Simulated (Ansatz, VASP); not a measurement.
Two plane-wave programs on ZnS

```
Zn S
1.0
     3.70085    0.00000    0.00000
    -1.85043    3.20503    0.00000
     0.00000    0.00000    6.18115
Zn S
2 2
Cartesian
  0.0000 2.1367 0.0446
  1.8504 1.0683 3.1352
  0.0000 2.1367 2.3352
  1.8504 1.0683 5.4257
```

Change from the starting cell: in-plane strain -0.01, out-of-plane length and atoms relaxed by PAW.

Alike in both runs: functional LDA; k mesh 6 × 6 × 4; no spin polarisation.

Ansatz relaxed the structure, and its values are those at the end. VASP's run is a single point on that final structure, the one shown.

|  | VASP | Ansatz |
| --- | --- | --- |
| version | VASP 6.6.1 | Ansatz 0.2.0 |
| potentials or method | VASP PAW LDA potentials, release 64 (Zn, S) | PAW with Ansatz's default frozen-core files, scalar-relativistic |
| plane-wave cutoff (eV) | 520 | 420 |
| occupations | gaussian, width 0.01 eV | fixed |
| valence electrons in the cell | 36 | 36 |

VASP gave:

* pressure (GPa): 1.5

**Question.** What did Ansatz give for the same quantities?

**Answer.** Pressure (GPa): 1.2.
